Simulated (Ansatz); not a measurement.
Crystal: Sn.

```
CELL_PARAMETERS angstrom
-1.72654 1.77555 2.33834
1.72654 -1.77555 2.33834
1.72654 1.77555 -2.33834
ATOMIC_POSITIONS crystal
Sn 0.00000 0.00000 0.00000
```

This isn't the form of Sn at room conditions, which is tetragonal (white tin).

| Item | Value |
| --- | --- |
| Program | Ansatz 0.2.0 |
| Task | relaxation of cell and atoms |
| Functional | RPBE |
| Potentials or basis | all-electron LAPW, scalar-relativistic |
| Basis error allowed | 0.001 eV/atom |
| k mesh | 11 × 11 × 11 |
| Occupations | fermi-dirac, width 0.05 eV |
| Spin | no spin polarisation |

At the start: volume 28.67 Å³/atom.

Question: Where does the relaxation end?

Answer: Over 6 steps the energy falls by 3.4 meV/atom and the volume is 28.89 Å³/atom (+0.7 %); space group I4/mmm (No. 139, to 0.05 Å).

The path:
```csv
step,energy change (eV),largest force (eV/Å),volume (Å³)
1,0.0000,0.0000,28.67
2,-0.0026,0.0000,28.87
3,-0.0032,0.0000,28.80
4,-0.0033,0.0000,28.86
5,-0.0033,0.0000,28.89
6,-0.0034,0.0000,28.89
```

Final structure:
```xyz
1
Lattice="-1.7411 1.7412 2.3822 1.7411 -1.7412 2.3822 1.7411 1.7412 -2.3822" Properties=species:S:1:pos:R:3 pbc="T T T"
Sn    0.0000    0.0000    0.0000
```
